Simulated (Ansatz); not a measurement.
**Cu under changes of volume**

One of the cells (11.994 Å³/atom); the others are scaled copies at fixed shape and fractional positions:

```
CELL_PARAMETERS angstrom
1.21846 -3.97638 0.00000
1.21846 3.97638 0.00000
0.00000 0.00000 2.47550
ATOMIC_POSITIONS crystal
Cu 0.86613 0.13387 0.75000
Cu 0.13387 0.86613 0.25000
```

This isn't the form of Cu at room conditions, which is fcc.

```yaml
Program: Ansatz 0.2.0
Functional: LDA
Potentials_or_basis: Ansatz PAW
Cutoff: "420 eV (not typed: the program's choice for these potentials)"
k_mesh: 11 × 11 × 11
Occupations: fermi-dirac, width 0.05 eV
Spin: no spin polarisation
```

| volume (Å³/atom) | energy over the lowest point (meV/atom) | pressure (GPa) | largest force (eV/Å) |
| --- | --- | --- | --- |
| 11.274 | ? | ? | ? |
| 11.514 | 0.00 | -1.5 | 0.011 |
| 11.754 | 4.74 | -4.7 | 0.017 |
| 11.994 | 14.03 | -7.6 | 0.042 |
| 12.234 | 27.30 | -10.1 | 0.066 |
| 12.474 | 44.09 | -12.3 | 0.087 |
| 12.714 | 63.96 | -14.2 | 0.107 |

**Question.** What does the run at 11.274 Å³/atom give?

**Answer.** Energy over the lowest point 0.41 meV/atom; pressure 2.2 GPa; largest force 0.041 eV/Å.

Worked out: A Birch-Murnaghan fit of order 3 (a polynomial in V^(-2/3)) to the other rows has its minimum at 11.41 Å³/atom, just outside them, with B0 = V·E''(V) = 173 GPa and B' = 5.1 at fixed shape and positions, which overstates the stiffness. It gives 0.42 meV/atom at 11.274 Å³/atom, against the run's 0.41, and -dE/dV = 2.2 GPa, against 2.2.

Energies are extrapolated to zero smearing.

Caveats: the PAW data sets come from PBE, with cores solved anew for the run's functional, which leaves a small shift of forces and pressure.
